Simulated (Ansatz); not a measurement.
NaCl built on the NiAs prototype, relaxed with r2SCAN: space group P6_3/mmc (No. 194), hexagonal; a = 3.892 Å, c = 6.737 Å in the conventional setting, 22.10 Å³ an atom. Na is surrounded by 6 Cl at 2.81 Å; Cl is surrounded by 6 Na at 2.81 Å. One-shot G0W0@r2SCAN in Ansatz 0.2.0 on a 6×6×2 mesh (contour deformation, no spin-orbit coupling), from an r2SCAN gap of 5.863 eV over the mesh points (the G0W0 gap is direct on the mesh); the number N of bands summed and the screening cutoff rise together. No spin polarisation and no zero-point or thermal motion; the cell was built from a prototype and may be hypothetical.

```csv
N,cutoff (eV),1000/N,G0W0 gap (eV)
159,80,6.289,8.090
348,140,2.874,8.264
```

Question: Lay a straight line in 1000/N through these rows.

Answer: The slope is -0.0510 eV per unit of 1000/N and the intercept 8.410 eV.

Question: Predict the gap at N = 626 (210 eV).

Answer: 8.410 + (-0.0510) × 1.597 = 8.329 eV; the run gives 8.366 eV, +0.037 eV from the line.

Question: With that run's result added, what limit do the last two rows suggest?

Answer: Their slope is (8.366 − 8.264)/(1.597 − 2.874) = -0.0799, which meets 1/N = 0 at 8.49 eV, against 8.410 eV from the first line. The slope steepens, so 1/N isn't yet asymptotic and the true limit probably lies higher still; the k mesh isn't extrapolated.
